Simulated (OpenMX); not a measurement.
**MgB2 in OpenMX: the effect of volume scale**

MgB2:

```
Mg B
1.0
     2.95631    0.00000    0.00000
    -1.47815    2.56024    0.00000
     0.00000    0.00000    3.37603
Mg B
1 2
Direct
  0.00000 0.00000 0.00000
  0.66667 0.33333 0.50000
  0.33333 0.66667 0.50000
```

Alike in all runs:

* Program: OpenMX 3.8.5
* Task: single point
* Functional: PBE
* Potentials or basis: OpenMX 2013 PBE set, Mg7.0-s3p2d1, B7.0-s2p2d1, grid cutoff 500 Ry
* k mesh: 7 × 7 × 7
* Occupations: fermi-dirac, width 0.05 eV
* Spin: no spin polarisation

```csv
volume scale,pressure (GPa)
0.88,23.5
0.92,14.1
0.96,6.2
1,-0.3
1.04,?
1.08,-10.3
```

Problem. What does the run with volume scale 1.04 give?

Solution. Pressure -5.8 GPa.

Worked out: A parabola through the other rows of the pressure, of slope -122 GPa per unit of volume scale there, gives -6.0 GPa, against the run's -5.8.

Caveats: the basis of atomic orbitals isn't converged, which shifts pressures, moduli and gaps.
